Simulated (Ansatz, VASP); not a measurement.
## One calculation of C, two programs

```
C
1.0
     1.26264    0.72898    3.16603
    -1.26264    0.72898    3.16603
     0.00000   -1.45797    3.16603
C
2
Direct
  0.16400 0.16400 0.16400
  0.83600 0.83600 0.83600
```

Alike in both runs: task single point; functional LDA; k mesh 12 × 12 × 12; occupations gaussian, width 0.05 eV; no spin polarisation.

```csv
,VASP,Ansatz
version,VASP 6.6.1,Ansatz 0.2.0
potentials or method,"VASP PAW LDA potentials, release 64 (C)","scalar-relativistic, plane waves, PAW"
plane-wave cutoff (eV),520,420
valence electrons in the cell,8,8
```

|  | VASP | Ansatz | Ansatz less VASP |
| --- | --- | --- | --- |
| gap on the k mesh at the Fermi level (eV) | 1.04 | 1.04 | 0.000 |
| least direct gap on the mesh (eV) | 1.06 | 1.06 | -0.002 |
| pressure (GPa) | -24.5 | -25.3 | -0.79 |
| largest component of the traceless stress (GPa) | 25.80 | 26.65 | +0.851 |
| rms of the force components (eV/Å) | 0.464 | 0.467 | +0.0034 |

Atom by atom the forces differ by 0.003 eV/Å (rms over components).

Caveats: so large a pressure means that the cell lies far from this level's equilibrium, or that cutoff or potentials fall short (VASP).
